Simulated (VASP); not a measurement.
## LiCl (wurtzite), r²SCAN single-point calculation: VASP's output and Ansatz's

POSCAR

```
Li Cl
 1.0000000000000000
     3.8941840841100865    0.0000000000286279   -0.0000000000000000
    -1.9470920420798359    3.3724623438380581    0.0000000000000000
    -0.0000000000000000   -0.0000000000000000    6.2244574210738799
 Li  Cl
   2   2
Cartesian
 -0.0000000000165285  2.2483082292349144 -0.0194643248504133
  1.9470920420467788  1.1241541146317715  3.0927643856865266
 -0.0000000000165285  2.2483082292349144  2.3536358577531180
  1.9470920420467788  1.1241541146317715  5.4658645682900575
```

VASP ran with the recommended PBE PAW datasets (20 valence electrons in the cell).

From OUTCAR

```
k-points           NKPTS =     57   k-points in BZ     NKDIM =     57   number of bands    NBANDS=     18

   NELECT =      20.0000    total number of electrons

   dimension x,y,z NGX =    30 NGY =   30 NGZ =   48
   dimension x,y,z NGXF=    60 NGYF=   60 NGZF=   96

  energy-cutoff  :      520.00
  volume of cell :       81.75
      direct lattice vectors                 reciprocal lattice vectors
     3.894184084  0.000000000  0.000000000     0.256793202  0.148259624  0.000000000
    -1.947092042  3.372462344  0.000000000    -0.000000000  0.296519249  0.000000000
     0.000000000  0.000000000  6.224457421     0.000000000  0.000000000  0.160656573

 k-points in reciprocal lattice and weights: KPOINTS created by Atomic Simulation Env
   0.00000000  0.00000000  0.00000000       0.002
   0.08333333 -0.00000000  0.00000000       0.010
   0.16666667 -0.00000000  0.00000000       0.010
   0.25000000  0.00000000  0.00000000       0.010
   0.33333333  0.00000000  0.00000000       0.010
   0.41666667 -0.00000000  0.00000000       0.010
   0.50000000  0.00000000  0.00000000       0.005
   0.08333333  0.08333333  0.00000000       0.010
   ...

 E-fermi :  -1.3187

 k-point     1 :       0.0000    0.0000    0.0000
  band No.  band energies     occupation
      1     -45.7001      2.00000
      2     -45.6985      2.00000
      3     -14.8721      2.00000
      4     -14.5424      2.00000
      5      -3.6378      2.00000
      6      -1.9335      2.00000
      7      -1.9335      2.00000
      8      -1.5957      2.00000
      9      -1.5957      2.00000
     10      -1.5090      2.00000
     11       5.2306      0.00000
     12       7.5646      0.00000
     13       9.2839      0.00000
     14       9.2843      0.00000
     15       9.8574      0.00000
     16      10.2901      0.00000
     17      10.2904      0.00000
     18      10.3242      0.00000

 k-point     2 :       0.0833   -0.0000    0.0000
  band No.  band energies     occupation
      1     -45.7000      2.00000
      2     -45.6985      2.00000
      3     -14.8559      2.00000
      4     -14.5354      2.00000
      5      -3.6005      2.00000
      6      -2.0382      2.00000
      7      -1.9774      2.00000
      8      -1.7154      2.00000
      9      -1.6112      2.00000
     10      -1.5307      2.00000
     11       5.3948      0.00000
     12       7.7273      0.00000
     13       9.2212      0.00000
     14       9.4139      0.00000
     15       9.8332      0.00000
     16       9.9860      0.00000
     17      10.4428      0.00000
     18      10.5352      0.00000

 k-point     3 :       0.1667   -0.0000    0.0000
  band No.  band energies     occupation
      1     -45.6998      2.00000
      2     -45.6983      2.00000
      3     -14.8102      2.00000
      4     -14.5172      2.00000
      5      -3.4937      2.00000
      6      -2.3197      2.00000
      7      -2.0889      2.00000
      8      -2.0079      2.00000
      9      -1.6583      2.00000
     10      -1.5961      2.00000
     11       5.8149      0.00000
     12       8.0767      0.00000
     13       9.1166      0.00000
     14       9.2544      0.00000
     15       9.7164      0.00000
     16      10.2394      0.00000
     17      10.4791      0.00000
     18      10.8540      0.00000

 k-point     4 :       0.2500    0.0000    0.0000
  band No.  band energies     occupation
      1     -45.6994      2.00000
      2     -45.6982      2.00000
      3     -14.7436      2.00000
      4     -14.4948      2.00000
      5      -3.3383      2.00000
      6      -2.6808      2.00000
      7      -2.3500      2.00000
      8      -2.2274      2.00000
      9      -1.7284      2.00000
     10      -1.7059      2.00000
     11       6.3202      0.00000
     12       8.2071      0.00000
     13       8.4277      0.00000
     14       9.6100      0.00000
     15       9.8807      0.00000
     16      10.1273      0.00000
     17      10.6195      0.00000
     18      11.4464      0.00000

 k-point     5 :       0.3333    0.0000    0.0000
  band No.  band energies     occupation
      1     -45.6990      2.00000
      2     -45.6981      2.00000
      3     -14.6697      2.00000
      4     -14.4778      2.00000
      5      -3.2471      2.00000
      6      -2.9178      2.00000
      7      -2.6502      2.00000
      8      -2.3546      2.00000
      9      -1.8559      2.00000
     10      -1.8014      2.00000
     11       6.7080      0.00000
     12       7.7542      0.00000
     13       8.2529      0.00000
     14       9.7775      0.00000
     15       9.8841      0.00000
     16      10.3141      0.00000
     17      11.0410      0.00000
     18      12.0535      0.00000

 ...

  Total       -0.1261504     -0.1261504     -0.1499094     -0.0000000     -0.0000000      0.0000000
  in kB       -2.4724867     -2.4724867     -2.9381517     -0.0000000     -0.0000000      0.0000000
  external PRESSURE =      -2.6277084 kB  Pullay stress =       0.0000000 kB

 POSITION                                       TOTAL-FORCE (eV/Angst)
 -----------------------------------------------------------------------------------
     -0.00000      2.24831      6.20499        -0.000000      0.000000      0.004846
      1.94709      1.12415      3.09276         0.000000     -0.000000      0.004846
     -0.00000      2.24831      2.35364        -0.000000     -0.000000     -0.004846
      1.94709      1.12415      5.46586         0.000000      0.000000     -0.004846
 -----------------------------------------------------------------------------------
    total drift:                               -0.000000     -0.000000      0.014528

  FREE ENERGIE OF THE ION-ELECTRON SYSTEM (eV)
  ---------------------------------------------------
  free  energy   TOTEN  =       -25.1743077678 eV

  energy  without entropy=      -25.1743077678  energy(sigma->0) =      -25.17430777
```

Datasets and cutoffs are each program's own. VASP's cell holds 20 valence electrons and Ansatz's 20. Ansatz's stress includes a Pulay correction; VASP's doesn't.

**Question.** What does Ansatz give for the same cell and level of theory?

**Answer.** gap between bands v and c 6.68 eV; least direct gap 6.68 eV; pressure 0.0 GPa.

Ansatz printed

```
SCF 1 converged in 6 iterations: F = -2585.580737 eV  dr2 = 4.52e-8
  greatest PAW one-centre occupation: 0.999 electrons in one spin orbital (limit 2), on the Li atom at site 1 (counted from 0), in its partial waves of l = 0
NSCF: frozen V_eff on 6 k-points
SCF converged after 6 iterations
Free energy (F): -2585.580737 eV
Harris-Foulkes:  -2585.580737 eV  (|F-HF|=6.88e-9)
Internal energy: -2585.580737 eV  (E = F + TS)
E sigma→0 (E₀):  -2585.580737 eV
Fermi energy:    -0.575829 eV
--- Per-component energies (eV) ---
  E_band       = -251.598354
  E_kinetic    = 367.086863
  E_local      = -793.372099  (includes V_loc(G=0)·N_el)
  E_nonlocal   = -9.773188
  E_hartree    = 246.213069
  E_xc         = -230.491597
  E_vxc        = -301.468576  (∫ρ·V_xc dr)
  E_paw        = -1377.023377  (= ΣΔE_a)
  E_vpaw       = -22.856423  (= ΣTr[D̂ρ^β])
  E_aug_tail   = -0.000110  (compensation charges beyond the density's cutoff)
  E_vtau       = 16.363068  (kinetic-family band-sum trace: ∫τ·v_τ [+ j·A + Jᵃ·Aᵃ] dr)
  E_ewald      = -787.947485
  E_core_change = -0.272814  (= ΣΔE_core)
  E_smearing   = -0.000000  (= −TS)
  E_closure    = 0.000000  (closes the sum)
  Σ components = -2585.580737   (vs F -2585.580737, Δ=0.00e0)
--- Forces (eV/Å), atoms counted from 1 ---
  atom   1  Li     0.00000000    -0.00000000    -0.00020959
  atom   2  Li    -0.00000000     0.00000000    -0.00020959
  atom   3  Cl     0.00000000     0.00000000    -0.00025193
  atom   4  Cl    -0.00000000    -0.00000000    -0.00025193
  max |Σ_I F_I| component: 9.23e-4 eV/Å
--- Stress (GPa, compression-positive) ---
        0.012774      -0.000000      -0.000000
       -0.000000       0.012774       0.000000
       -0.000000       0.000000       0.017501
  P = ⅓ Tr σ = 0.0143 GPa (0.143 kbar)
--- Band table (eV; the first three rows and the last of 57) ---
  k-point 0: bands = ["-44.6395", "-44.6378", "-13.9438", "-13.6074", "-2.7195", "-0.9986", "-0.9986", "-0.6626", "-0.6626", "-0.5758", "6.1084", "8.4027", "10.1453", "10.1453", "10.6941"]
  k-point 1: bands = ["-44.6393", "-44.6381", "-13.8977", "-13.6602", "-2.4524", "-0.9570", "-0.9510", "-0.9510", "-0.7134", "-0.7134", "6.5406", "8.1820", "10.1452", "10.1452", "10.5383"]
  k-point 2: bands = ["-44.6387", "-44.6387", "-13.7823", "-13.7823", "-1.7576", "-1.7576", "-0.8339", "-0.8339", "-0.8339", "-0.8339", "7.4596", "7.4596", "10.3440", "10.3440", "10.3440"]
  k-point 56: bands = ["-44.6375", "-44.6375", "-13.5673", "-13.5673", "-2.1501", "-2.1501", "-2.0538", "-2.0538", "-1.0036", "-1.0036", "8.8620", "8.8620", "8.8754", "8.8754", "12.0115"]
```
